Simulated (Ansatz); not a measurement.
## ZnSe

**The experiment.** The Crystallography Open Database holds a cell as deposited of cubic ZnSe (space group F-43m), temperature not stated (1969): a = 5.650 Å, 22.55 Å³/atom.

Computed with Ansatz (plane waves, PAW, 420 eV cutoff): PBE, scalar-relativistic, no spin polarisation, Γ-centred 10×10×10 mesh, 0.05 eV Gaussian smearing; PAW files: Ansatz's generated set soft_2.

```cif
data_structure
_symmetry_space_group_name_H-M 'F-43m'
_symmetry_Int_Tables_number 216
_cell_length_a 5.7328
_cell_length_b 5.7328
_cell_length_c 5.7328
_cell_angle_alpha 90.000
_cell_angle_beta 90.000
_cell_angle_gamma 90.000
_cell_volume 188.41
loop_
_atom_site_label
_atom_site_type_symbol
_atom_site_symmetry_multiplicity
_atom_site_Wyckoff_symbol
_atom_site_fract_x
_atom_site_fract_y
_atom_site_fract_z
_atom_site_occupancy
Zn1 Zn 4 a 0.00000 0.00000 0.00000 1
Se1 Se 4 c 0.25000 0.25000 0.25000 1
```

The chain of runs began from a cell as deposited in COD, expanded in volume.

The cell above was scaled in volume, its shape and atoms being fixed by the lattice's symmetry. Energies are counted from the cell above.

Cell and atoms are those of this level's equilibrium.

```json
{"V (Å³/atom)": "22.610", "ΔE (meV/atom)": "7.19", "P from the stress (GPa)": "2.54"}
{"V (Å³/atom)": "23.081", "ΔE (meV/atom)": "1.73", "P from the stress (GPa)": "1.20"}
{"V (Å³/atom)": "23.552", "ΔE (meV/atom)": "0.00", "P from the stress (GPa)": "0.00"}
{"V (Å³/atom)": "24.023", "ΔE (meV/atom)": "1.60", "P from the stress (GPa)": "-1.07"}
{"V (Å³/atom)": "24.494", "ΔE (meV/atom)": "6.19", "P from the stress (GPa)": "-2.03"}
```

Question: Do the energies and the pressures agree? Compare −ΔE/ΔV between neighbouring points (1 meV/Å³ = 0.1602 GPa) with the mean of their pressures.

Answer: 
```json
{"interval (Å³/atom)": "22.61 to 23.08", "−ΔE/ΔV (GPa)": "1.9", "mean P (GPa)": "1.9"}
{"interval (Å³/atom)": "23.08 to 23.55", "−ΔE/ΔV (GPa)": "0.6", "mean P (GPa)": "0.6"}
{"interval (Å³/atom)": "23.55 to 24.02", "−ΔE/ΔV (GPa)": "-0.5", "mean P (GPa)": "-0.5"}
{"interval (Å³/atom)": "24.02 to 24.49", "−ΔE/ΔV (GPa)": "-1.6", "mean P (GPa)": "-1.6"}
```
They differ by 0.01 GPa at most.

Question: What do the two routes give for V0, B0 and B0′?

Answer: A third-order Birch–Murnaghan fit of the energies: V0 = 23.55 Å³/atom, B0 = 57 GPa, B0′ = 4.5. A polynomial of P in ln V, with B = −dP/d ln V at P = 0: V0 = 23.55 Å³/atom, B0 = 57 GPa, B0′ = 4.6.

B0·V0 = 56.7 GPa × 23.55 Å³ = 8.33 eV/atom sets the scale: near the minimum ΔE ≈ ½ B0 V0 x², with x = V/V0 − 1, and a pressure of 0.6 GPa squeezes the volume by about 1 %. At the ends of the curve: x = −4.0 % predicts 6.7 meV/atom and the run gives 7.2; x = +4.0 % predicts 6.7 meV/atom and the run gives 6.2. Compression costs more and expansion less than the parabola says, since the crystal stiffens as it shrinks; B0′ measures that.

**Comparison.** The computed cell (5.733 Å, 23.55 Å³/atom) differs from the database's by +4.5 % in volume, about +1.5 % in length. PBE usually overestimates volumes by a few per cent. The static lattice also lacks zero-point motion and thermal expansion, roughly 0.9 to 2.3 % in volume at 300 K (room temperature assumed) by Grüneisen's rule, γ·3k_BT/(B0·V0) with γ of 1 to 2.5, so its own overestimate is larger than the figure.

